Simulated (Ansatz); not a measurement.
# ZnS (R3m): scan of the Hubbard U, by script

A script is to give a scan of the Hubbard U; the system is ZnS (R3m).

Computed with Ansatz 0.2.0, driven from Python. Level of theory: DFT r2SCAN+U, plane waves, PAW.

## Step 1: The system

It takes space group R3m (No. 160, trigonal). Conventional cell: a = 3.806 Å, b = 3.806 Å, c = 28.056 Å, α = 90.00°, β = 90.00°, γ = 120.00°. Zn (site symmetry 3m) has 4 S at 2.33 to 2.34 Å as nearest neighbours. Zn (site symmetry 3m) has 4 S at 2.33 Å as nearest neighbours. Around S (site symmetry 3m) lie 4 Zn at 2.33 to 2.34 Å. S (site symmetry 3m) is surrounded by 4 Zn at 2.33 Å.

No structure file is read: the coordinates are typed or built in the script.

## Step 2: The script

File run_plus_u.py:

```python
"""DFT+U scan for ZnS."""

import warnings

import ansatz as az
import numpy as np


def count_gap(report):
    # lowest empty less highest filled band, counting bands; zero where they overlap
    return max(report.get("gap_by_band_count_ev") or 0.0, 0.0)


def main() -> None:
    warnings.simplefilter("ignore", az.DeckWarning)

    lattice = az.Lattice.of(
        (1.903071, 1.098739, 9.351948),
        (-1.903071, 1.098739, 9.351948),
        (0.0, -2.197477, 9.351948),
    )
    sites = [
        ("Zn", (0.999971, 0.999971, 0.999971)),
        ("Zn", (0.222269, 0.222269, 0.222269)),
        ("Zn", (0.444613, 0.444613, 0.444613)),
        ("S", (0.083267, 0.083267, 0.083267)),
        ("S", (0.527842, 0.527842, 0.527842)),
        ("S", (0.305363, 0.305363, 0.305363)),
    ]
    xtal = az.Crystal(lattice=lattice)
    for symbol, position in sites:
        xtal = xtal.atom(symbol, position)

    calculation = (
        xtal.calculation()
        .basis(500)  # a bare number is in eV
        .occupations("fermi_dirac", width=0.01)  # the run then minimises F = E - TS
        .kpoints(6, 6, 6)  # sampling of the Brillouin zone
        .functional("r2SCAN")
        .band_table()  # levels at the mesh points
    )
    rows = []
    for u in [1.0, 3.0, 5.0, 7.0]:
        data = calculation.hubbard("Zn", "d", u_eff=u).run().report
        shell = data["hubbard"]["n_scf"]
        rows.append((u, count_gap(data), sum(shell) / len(shell), data["n_iterations"]))
    print("      U_eff eV  gap by band count eV  Zn d occupation (projector)      iterations")
    for row in rows:
        print(f"{str(row[0]):>14s}  {row[1]:20.3f}  {row[2]:27.4f}  {row[3]:14d}")
    print("eigenvalues of the first occupation matrix at the last U, by spin:")
    for channel in data["hubbard"]["n_eig"][0]:
        print("  ", " ".join(f"{n:.3f}" for n in channel))


if __name__ == "__main__":
    main()
```

## Step 3: The calls as engine input

The engine receives this input (first run):

```yaml
crystal:
  lattice:
    - [1.903071, 1.098739, 9.351948]
    - [-1.903071, 1.098739, 9.351948]
    - [0.0, -2.197477, 9.351948]
  atoms:
    - { symbol: Zn, position: [0.999971, 0.999971, 0.999971] }
    - { symbol: Zn, position: [0.222269, 0.222269, 0.222269] }
    - { symbol: Zn, position: [0.444613, 0.444613, 0.444613] }
    - { symbol: S, position: [0.083267, 0.083267, 0.083267] }
    - { symbol: S, position: [0.527842, 0.527842, 0.527842] }
    - { symbol: S, position: [0.305363, 0.305363, 0.305363] }
basis:
  ecutwfc: 500.0
kpoints:
  mp_grid:
    grid: [6, 6, 6]
hamiltonian:
  xc: r2scan
  hubbard:
    - { species: Zn, l: d, u_eff: 1.0 }
scf:
  occupations:
    method: fermi_dirac
    width: 0.01
output:
  eigenvalues: true
```

## Step 4: Launch

Launch:

```sh
python run_plus_u.py
```

The program printed:

```text
      U_eff eV  gap by band count eV  Zn d occupation (projector)      iterations
           1.0                 2.803                       9.9783               9
           3.0                 2.878                       9.9806               9
           5.0                 2.938                       9.9825               9
           7.0                 2.987                       9.9841               9
eigenvalues of the first occupation matrix at the last U, by spin:
   0.998 0.998 0.998 0.999 0.999
```

It took 2.1 min on 1 thread of Arm Neoverse V1, shared host; peak memory 0.69 GiB.

## Step 5: Inputs of later runs

The engine's inputs for the other runs:

Run 2, against run 1:

```diff
@@ -21 +21 @@
-    - { species: Zn, l: d, u_eff: 1.0 }
+    - { species: Zn, l: d, u_eff: 3.0 }
```

Run 3, against run 1:

```diff
@@ -21 +21 @@
-    - { species: Zn, l: d, u_eff: 1.0 }
+    - { species: Zn, l: d, u_eff: 5.0 }
```

Run 4, against run 1:

```diff
@@ -21 +21 @@
-    - { species: Zn, l: d, u_eff: 1.0 }
+    - { species: Zn, l: d, u_eff: 7.0 }
```

## Step 6: The engine's runs

One row for each of the 4 runs:

| run | U (eV) | energy (eV/atom) | gap on the mesh (eV) | SCF cycles | CPU time (s) |
| --- | --- | --- | --- | --- | --- |
| 1 | 1.0 | -2116.7174 | 2.80 | 9 | 32 |
| 2 | 3.0 | -2116.7071 | 2.88 | 9 | 31 |
| 3 | 5.0 | -2116.6979 | 2.94 | 9 | 31 |
| 4 | 7.0 | -2116.6896 | 2.99 | 9 | 34 |

Totals hang on method, basis and potentials, so only like runs compare.

## Step 7: Summary of results

```
       quantity                                value
  runs compared                                    4
gap on the mesh  2.80 (U = 1.0) to 2.99 eV (U = 7.0)
```

In words: From U = 1 to 7 eV the gap on the mesh goes from 2.80 eV to 2.99 eV. In a crystal with a gap the Fermi level's place inside it depends on smearing and mesh. This cell is a computed structure, which may not be the phase found in nature. Gaps and levels are Kohn-Sham values on a finite set of k-points. Shell occupations and the effect of U depend on the projectors; a run with no .spin step is spin-unpolarised, and each U may end in a state that isn't the lowest.
